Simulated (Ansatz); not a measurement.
## AlN: N interstitial

Level of theory: Ansatz, DFT PBE, scalar-relativistic, plane waves, PAW. Settings: 420 eV cutoff, 3×3×3 k-mesh, Gaussian smearing of 0.01 eV, collinear spin in charge 0, -2 alone.

Host crystal, relaxed:

```
Al N
1.0
     3.13021    0.00000    0.00000
    -1.56510    2.71084    0.00000
     0.00000    0.00000    5.01804
Al N
2 2
Direct
  0.66667 0.33333 0.49923
  0.33333 0.66667 0.99923
  0.66667 0.33333 0.88077
  0.33333 0.66667 0.38077
```

Supercell of 48 atoms, rows in host cell vectors: 2 0 -1; -2 -2 -1; 0 2 -1. Atoms relax at the host's cell, keeping the symmetry that the supercell leaves at the site. The cell is small, so energies carry finite-size errors of tenths of an eV. The host's Kohn–Sham gap is 4.03 eV. Atoms are taken from and returned to the elements' standard states. Charged cells are corrected for image charges with the computed static dielectric tensor (mean 8.8) and aligned with the host's potential at far atoms (alignment terms reach 0.42 eV). No band-filling term is added, and the Fermi level counts from the host's valence band top.

Defect: N interstitial at (0.000, 0.000, 0.208) of the host cell.

Question: What is the formation energy of the neutral defect?

Answer: 7.56 eV.

Question: Does the neutral defect carry a moment, and how do its surroundings relax?

Answer: It changes the cell's moment by 3.00 μB. The nearest neighbours before are 3 N at 2.00 Å, 3 Al at 2.09 Å, 3 Al at 2.32 Å; after relaxation the atoms near the site are 3 Al at 1.98 Å, 3 N at 2.22 Å; the largest move is 0.17 Å.

Question: Charges 0, -1, -2 were computed. Which is stable where in the gap?

Answer: Among the charges computed the stable one is 0 at the valence band top, changing to -1 at 2.15 eV, changing to -2 at 2.16 eV. Other sites of the defect weren't tried. Levels between neighbouring charges: (0/-1) 2.15 eV, (-1/-2) 2.16 eV.